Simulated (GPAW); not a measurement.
The system is TaS2.

```
CELL_PARAMETERS angstrom
3.35000 0.00000 0.00000
-1.67500 2.90119 0.00000
0.00000 0.00000 5.86000
ATOMIC_POSITIONS crystal
Ta 0.00000 0.00000 0.00000
S 0.66667 0.33333 0.75000
S 0.33333 0.66667 0.25000
```

| Item | Value |
| --- | --- |
| Program | GPAW 26.7.0 |
| Task | relaxation of cell and atoms |
| Functional | RPBE |
| Dispersion | D4 |
| Potentials or basis | the program's PAW data sets (release 1.2.1) made for this functional |
| Cutoff | 600 eV |
| Basis | pw |
| k mesh | 7 × 7 × 4 |
| Occupations | fermi-dirac, width 0.05 eV |
| Spin | no spin polarisation |

At the start: pressure 5.9 GPa; volume 18.98 Å³/atom.

Where does the relaxation end?

Over 13 steps the energy falls by 43.0 meV/atom and the volume is 18.19 Å³/atom (-4.2 %); space group P-3m1 (No. 164, to 0.05 Å).

The path:
| step | energy change (eV) | largest force (eV/Å) | pressure (GPa) | volume (Å³) |
| --- | --- | --- | --- | --- |
| 1 | 0.0000 | 1.3574 | 5.89 | 56.95 |
| 2 | -0.0603 | 0.8498 | 2.56 | 57.52 |
| 3 | -0.0963 | 0.1727 | -1.60 | 58.15 |
| 4 | -0.0995 | 0.1076 | -1.85 | 58.05 |
| 5 | -0.1130 | 0.0981 | -2.01 | 57.01 |
| 6 | -0.1183 | 0.0911 | -1.19 | 56.20 |
| 7 | -0.1206 | 0.0081 | -0.16 | 55.66 |
| 8 | -0.1215 | 0.0619 | 0.23 | 55.50 |
| 9 | -0.1232 | 0.1323 | 0.72 | 55.21 |
| 10 | -0.1258 | 0.1709 | 1.06 | 54.79 |
| 11 | -0.1279 | 0.1247 | 0.83 | 54.49 |
| 12 | -0.1288 | 0.0437 | 0.28 | 54.52 |
| 13 | -0.1290 | 0.0045 | 0.01 | 54.58 |

Final structure:
```
Ta S
1.0
     3.32143    0.00000    0.00000
    -1.66072    2.87645    0.00000
     0.00000    0.00000    5.71333
Ta S
1 2
Direct
  0.00000 0.00000 0.00000
  0.66667 0.33333 0.72768
  0.33333 0.66667 0.27232
```

Caveat: later steps reuse the first step's grids.
